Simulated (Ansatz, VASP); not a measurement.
**One calculation of SbS, two programs**

```
Sb S
1.0
     3.48407    0.00000    0.00000
     0.00000    3.48407    0.00000
     0.00000    0.00000    3.48407
Sb S
1 1
Direct
  0.00000 0.00000 0.00000
  0.50000 0.50000 0.50000
```

Change from the starting cell: species swapped into the CuPd type (Pm-3m, No. 221).

Alike in both runs: functional PBE; k mesh 6 × 6 × 6; occupations gaussian, width 0.1 eV; no spin polarisation.

Ansatz relaxed the structure, and its values are those at the end. VASP's run is a single point on that final structure, the one shown.

```csv
,VASP,Ansatz
version,VASP 6.6.1,Ansatz 0.2.0
potentials or method,"VASP PAW PBE potentials, release 64 (Sb, S)","scalar-relativistic, plane waves, PAW"
plane-wave cutoff (eV),520,420
valence electrons in the cell,11,21
```

```csv
,VASP,Ansatz,Ansatz less VASP
gap on the k mesh at the Fermi level (eV),none,none,-
pressure (GPa),-0.5,-0.1,+0.32
```

A gap of «none» marks a metal or a gap that the smearing closes. The functional is the same, so the differences come from potentials, cutoffs and numerics. The two sets of potentials don't hold the same shells in valence.

The runs have no spin-orbit coupling, so splittings on Sb are missing.
